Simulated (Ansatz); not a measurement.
A vibration from a frozen displacement in MnO

Level of theory: DFT PBE, scalar-relativistic, plane waves, PAW (Ansatz 0.2.0). The runs took a 420 eV cutoff, a Γ-centred 18×18×18 mesh and Gaussian smearing (0.15 eV). Collinear spins, started from moments 4.5, 0.3 μB in atom order; the magnetic state may not be the lowest. Energies are free energies at this smearing, counted from the undisturbed cell; pressure is positive in compression.

Zero of the scan (as given, not relaxed at this level; it stands at -0.2 GPa):

```yaml
crystal:
  lattice:
    - [0.00000, 2.22200, 2.22200]
    - [2.22200, 0.00000, 2.22200]
    - [2.22200, 2.22200, 0.00000]
  atoms:
    - { symbol: Mn, position: [0.00000, 0.00000, 0.00000] }
    - { symbol: O, position: [0.50000, 0.50000, 0.50000] }
```

Every O atom is moved by x along the Cartesian unit vector (0.000, -0.707, -0.707); the cell and all other atoms stay fixed. The cell's volume is 21.94 Å³; the moved atoms weigh 15.999 u together and the others 54.938 u. Some rows repeat others by symmetry and weren't run.

| x (Å) | ΔE (meV/cell) | total force on the moved atoms along the move (eV/Å) | pressure (GPa) |
| --- | --- | --- | --- |
| -0.5000 | 439.94 | 1.9404 | 19.0374 |
| -0.4375 | 328.25 | 1.6285 | 15.3945 |
| -0.3750 | 236.49 | 1.3111 | 12.0085 |
| -0.2500 | 105.52 | 0.8198 | 5.8510 |
| -0.1250 | 27.50 | 0.4316 | 1.3884 |
| 0.0000 | 0.00 | 0.0000 | -0.2204 |
| 0.1250 | 27.50 | -0.4316 | 1.3884 |
| 0.2500 | 105.52 | -0.8198 | 5.8510 |
| 0.3750 | 236.49 | -1.3111 | 12.0085 |
| 0.4375 | 328.25 | -1.6285 | 15.3945 |
| 0.5000 | 439.94 | -1.9404 | 19.0374 |

Q: What frequency belongs to this motion?

A: The force constant is k = −dF/dx = 3.453 eV/Å², from the parabola through x = -0.1250, 0 and 0.1250. In every cell the moved atoms swing against the rest, so the mass is μ = m₁m₂/(m₁ + m₂) = 12.391 u, and ν̃ = 521.5 cm⁻¹ × √(|k|/μ) = 275 cm⁻¹. To first order in x, and within 1 %, the force on every atom lies along the move and, within each of the two groups, in proportion to the atom's mass, so this is itself a mode at the zone centre of this cell.

Q: How far does the harmonic law reach?

A: At x = -0.500 Å, kx²/2 = 431.62 meV against the computed 439.94 meV (+1.9 %): the well is still close to harmonic there.

Q: The pressure changes with x². What does that say about the frequency under compression?

A: With E = k(V)x²/2, k ∝ V^(−2γ) and x scaling with the cell as V^(1/3), P − P0 = −∂E/∂V = (2γ − 2/3) ΔE/V. At x = 0.2500 Å, V(P − P0) = 21.94 × 6.07150 / 160.2 eV = 831.47 meV and ΔE = 105.52 meV, so γ = 1/3 + V(P − P0)/(2ΔE) = 4.27. This is the Grüneisen parameter of the motion under uniform scaling of the cell: shrinking the cell evenly by 1 % in volume raises the frequency by about 4.27 %.

No gap shows at this level, though a semilocal functional can close a small gap that the real compound has; without a gap these slopes depend on the k mesh and the smearing.